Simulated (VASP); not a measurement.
# CaSe (Fm-3m) in VASP: notebook

Runs on CaSe. Level: r2SCAN. Tasks: single point.

Everything below comes from runs of VASP 6.6.1. Logs are shortened: lines on timing, memory, paths and dates and some standing lists are left out, and cuts for length are marked.

### Step 1. Starting point

Symmetry: Fm-3m, No. 225, cubic system. The conventional cell has a = 5.912 Å, b = 5.912 Å, c = 5.912 Å, α = 90.00°, β = 90.00°, γ = 90.00°. Around Se (site symmetry m-3m) lie 6 Ca at 2.96 Å. Ca (site symmetry m-3m) has 6 Se at 2.96 Å as nearest neighbours.

### Step 2. Single point, r2SCAN

Contents of INCAR:

```
ADDGRID = F ; ALGO = Normal
EDIFF = 1E-6 ; ENCUT = 550
ISIF = 2 ; ISMEAR = 0
LASPH = T ; LCHARG = F
LMIXTAU = T ; LREAL = F
LWAVE = F ; METAGGA = R2SCAN
NBANDS = 15 ; NELM = 100
PREC = Accurate ; SIGMA = 0.05
```

Contents of KPOINTS:

```
k-points
0
Gamma
  6 6 6
```

Contents of POSCAR:

```
CaSe
1.0
    0.0000000000      2.9560000000      2.9560000000
    2.9560000000      0.0000000000      2.9560000000
    2.9560000000      2.9560000000      0.0000000000
Se Ca
1 1
Direct
    0.5000000000      0.5000000000      0.5000000000
    0.0000000000      0.0000000000      0.0000000000
```

Potentials or basis: VASP PAW PBE potentials, release 64 (Se, Ca_sv).

The run is started by

```
cat potpaw_PBE.64/Se/POTCAR potpaw_PBE.64/Ca_sv/POTCAR > POTCAR
mpirun -np 1 vasp_std > vasp.out
```

OUTCAR:

```text
EDIFF = 1E-6
   ENCUT = 550
   ISIF = 2
   ISMEAR = 0
   LASPH = T
   LREAL = F
   METAGGA = R2SCAN
   NELM = 100
   PREC = Accurate

 Found     16 irreducible k-points:

 Following reciprocal coordinates:
            Coordinates               Weight
  0.000000  0.000000  0.000000      1.000000
  0.166667  0.000000  0.000000      8.000000
  0.333333  0.000000  0.000000      8.000000
  0.500000  0.000000  0.000000      4.000000
  0.166667  0.166667  0.000000      6.000000
  0.333333  0.166667  0.000000     24.000000
   k-points           NKPTS =     16   k-points in BZ     NKDIM =     16   number of bands    NBANDS=     15
   number of dos      NEDOS =    301   number of ions     NIONS =      2
   total plane-waves  NPLWV =  32768
   dimension x,y,z NGX =    32 NGY =   32 NGZ =   32
   dimension x,y,z NGXF=    64 NGYF=   64 NGZF=   64
   ions per type =               1   1
   NGX,Y,Z   is equivalent  to a cutoff of  12.73, 12.73, 12.73 a.u.
   NGXF,Y,Z  is equivalent  to a cutoff of  25.45, 25.45, 25.45 a.u.
 SYSTEM =  unknown system
   PREC   = accura    normal or accurate (medium, high low for compatibility)
   ISTART =      0    job   : 0-new  1-cont  2-samecut
   ICHARG =      2    charge: 1-file 2-atom 10-const
   ISPIN  =      1    spin polarized calculation?
   LNONCOLLINEAR =      F non collinear calculations
   LSORBIT =      F    spin-orbit coupling
   LASPH  =      T    aspherical Exc in radial PAW
   ENCUT  =  550.0 eV  40.42 Ry    6.36 a.u.   7.99  7.99  7.99*2*pi/ulx,y,z
   NELM   =    100;   NELMIN=  2; NELMDL= -5     # of ELM steps
   EDIFF  = 0.1E-05   stopping-criterion for ELM
   LREAL  =      F    real-space projection
   EDIFFG = 0.1E-04   stopping-criterion for IOM
   NSW    =      0    number of steps for IOM
   IBRION =     -1    ionic relax: 0-MD 1-quasi-New 2-CG
   NFREE  =      0    steps in history (QN), initial steepest desc. (CG)
   ISIF   =      2    stress and relaxation
   ISYM   =      2    0-nonsym 1-usesym 2-fastsym
   POTIM  = 0.5000    time-step for ionic-motion
   TEBEG  =    0.0;   TEEND  =   0.0 temperature during run
   PSTRESS=    0.0 pullay stress
   NELECT =      16.0000    total number of electrons
   NUPDOWN=      -1.0000    fix difference up-down
   EMIN   =  10.00;   EMAX   =-10.00  energy-range for DOS
   EFERMI =   0.00;   METHOD = LEGACY
   ISMEAR =     0;   SIGMA  =   0.05  broadening in eV -4-tet -1-fermi 0-gaus
   EFERMI_NEDOS =   21; number of points for ismear=-14 and -15
   IALGO  =     38    algorithm
   IMIX   =      4    mixing-type and parameters
     AMIX     =   0.40;   BMIX     =  1.00
     AMIX_MAG =   1.60;   BMIX_MAG =  1.00
  volume/ion in A,a.u.               =      25.83       174.30
  Fermi-wavevector in a.u.,A,eV,Ry     =   1.107645  2.093145 16.692666  1.226876
  Thomas-Fermi vector in A             =   2.244161
   LORBIT       =      0    0 simple, 1 ext, 2 COOP (PROOUT), +10 PAW based schemes
   METAGGA = R2SCAN    functional components
   LHFCALC =     F    Hartree Fock is set to
   AEXX    =    0.0000 exact exchange contribution
   IVDW    =     0    specifies the selected vdW correction
   LEPSILON=     F    determine dielectric tensor
   LRPA    =     F    only Hartree local field effects (RPA)
 non-spin polarized calculation
 Gauss-broadening in eV      SIGMA  =   0.05
  energy-cutoff  :      550.00
  volume of cell :       51.66
 maximum number of plane-waves:      1527
   NGX = 15   NGY = 15   NGZ = 15

 number of electron      15.9999998 magnetization

 Free energy of the ion-electron system (eV)
  ---------------------------------------------------
  ext. energy  EPLUGINS =         0.00000000
  ---------------------------------------------------
  free energy    TOTEN  =       -25.97681183 eV

  energy without entropy =      -25.97681183  energy(sigma->0) =      -25.97681183

 E-fermi :   2.4484     XC(G=0):  -9.5877

 val. band max:        2.1969017490   @ k =   0.0000   0.0000   0.0000
 cond. band min:       4.6851405712   @ k =   0.5000   0.5000   0.0000
 fundamental gap:      2.4882388222
 Fermi energy:         2.4484420132

 k-point     1 :       0.0000    0.0000    0.0000
  band No.  band energies     occupation
      1     -39.0964      2.00000
      2     -19.2081      2.00000
      3     -19.2081      2.00000
      4     -19.2081      2.00000
      5     -10.0030      2.00000
      6       2.1969      2.00000
      7       2.1969      2.00000
      8       2.1969      2.00000
      9       6.3441      0.00000
     10       6.4214      0.00000
     11       6.4215      0.00000
     12       6.4215      0.00000
     13       7.0210      0.00000
     14       7.0210      0.00000
     15      12.6807      0.00000

 k-point     2 :       0.1667    0.0000    0.0000
  band No.  band energies     occupation
      1     -39.0947      2.00000
      2     -19.2382      2.00000
      3     -19.2100      2.00000
      4     -19.2099      2.00000
      5      -9.8362      2.00000
      6       1.0559      2.00000
      7       1.8167      2.00000
      8       1.8167      2.00000
      9       6.4084      0.00000
     10       6.7933      0.00000
     11       6.7934      0.00000
     12       7.7237      0.00000
     13       7.7268      0.00000
     14       7.7268      0.00000
     15      12.7276      0.00000

 k-point     3 :       0.3333    0.0000    0.0000
  band No.  band energies     occupation
      1     -39.0913      2.00000
      2     -19.2969      2.00000
      3     -19.2136      2.00000
      4     -19.2135      2.00000
      5      -9.4748      2.00000
      6      -0.4664      2.00000
      7       1.2388      2.00000
      8       1.2388      2.00000
      9       6.7250      0.00000
     10       7.6572      0.00000
     11       7.6572      0.00000
     12       8.9809      0.00000
     13       9.2303      0.00000
     14       9.2303      0.00000
     15      12.3945      0.00000

 k-point     4 :       0.5000    0.0000    0.0000
  band No.  band energies     occupation
      1     -39.0896      2.00000
      2     -19.3257      2.00000
      3     -19.2153      2.00000
      4     -19.2153      2.00000
      5      -9.2762      2.00000
      6      -1.0882      2.00000
      7       1.0029      2.00000
      8       1.0029      2.00000
      9       7.3204      0.00000
     10       8.2975      0.00000
     11       8.3179      0.00000
     12       8.3179      0.00000
     13      10.3686      0.00000
     14      10.3687      0.00000
     15      10.9259      0.00000

 k-point     5 :       0.1667    0.1667    0.0000
  band No.  band energies     occupation
      1     -39.0941      2.00000
      2     -19.2347      2.00000
      3     -19.2164      2.00000
      4     -19.2164      2.00000
      5      -9.7988      2.00000
      6       0.8014      2.00000
      7       1.8372      2.00000
      8       1.8372      2.00000
      9       5.8585      0.00000
     10       6.9882      0.00000
     11       7.2013      0.00000
     12       7.3494      0.00000
     13       7.3495      0.00000
     14       9.1568      0.00000
     15      13.1538      0.00000

 k-point     6 :       0.3333    0.1667    0.0000
  band No.  band energies     occupation
      1     -39.0913      2.00000
      2     -19.2758      2.00000
      3     -19.2223      2.00000
      4     -19.2211      2.00000
      5      -9.5424      2.00000
      6      -0.1200      2.00000
      7       1.2233      2.00000
      8       1.4205      2.00000
      9       5.9558      0.00000
     10       7.7117      0.00000
     11       7.7475      0.00000
     12       8.3175      0.00000
     13       8.3689      0.00000
     14      10.4966      0.00000
     15      11.5573      0.00000

 [... further k-points ...]
[... 5 lines left out ...]
  --------------------------------------------------------------------------------------
  -------------------------------------------------------------------------------------
  Total        0.2658340      0.2658340      0.2658340     -0.0000000      0.0000000     -0.0000000
  in kB        8.2447570      8.2447570      8.2447570     -0.0000000      0.0000000     -0.0000000
  external PRESSURE =       8.2447570 kB  Pullay stress =       0.0000000 kB

 VOLUME and BASIS-vectors are now :
 -----------------------------------------------------------------------------
  energy-cutoff  :      550.00
  volume of cell :       51.66
      direct lattice vectors                 reciprocal lattice vectors
     0.000000000  2.956000000  2.956000000    -0.169147497  0.169147497  0.169147497
     2.956000000  0.000000000  2.956000000     0.169147497 -0.169147497  0.169147497
     2.956000000  2.956000000  0.000000000     0.169147497  0.169147497 -0.169147497

 POSITION                                       TOTAL-FORCE (eV/Angst)
 -----------------------------------------------------------------------------------
      2.95600      2.95600      2.95600        -0.000000      0.000000      0.000000
      0.00000      0.00000      0.00000         0.000000     -0.000000     -0.000000
 -----------------------------------------------------------------------------------
    total drift:                                0.000000     -0.000000     -0.000000

  FREE ENERGIE OF THE ION-ELECTRON SYSTEM (eV)
  ---------------------------------------------------
  free  energy   TOTEN  =       -25.9768118322 eV

  energy  without entropy=      -25.9768118322  energy(sigma->0) =      -25.97681183
```

Wall time 47 s (1 thread of Intel Xeon Platinum 8488C (Sapphire Rapids), shared host); peak memory 0.19 GiB.

The run converged, but some of its settings lie outside the range that counts as converged, so its numbers aren't taken as properties of the crystal.

Results:

* Free energy: -25.9768 eV
* Pressure: 0.8 GPa
* Band gap on the k mesh: 2.49 eV, indirect (least direct gap 3.44 eV)

Caveat: the PAW data sets were made with another functional, which shifts forces and pressure a little.

(Continued in part 2 of 2.)
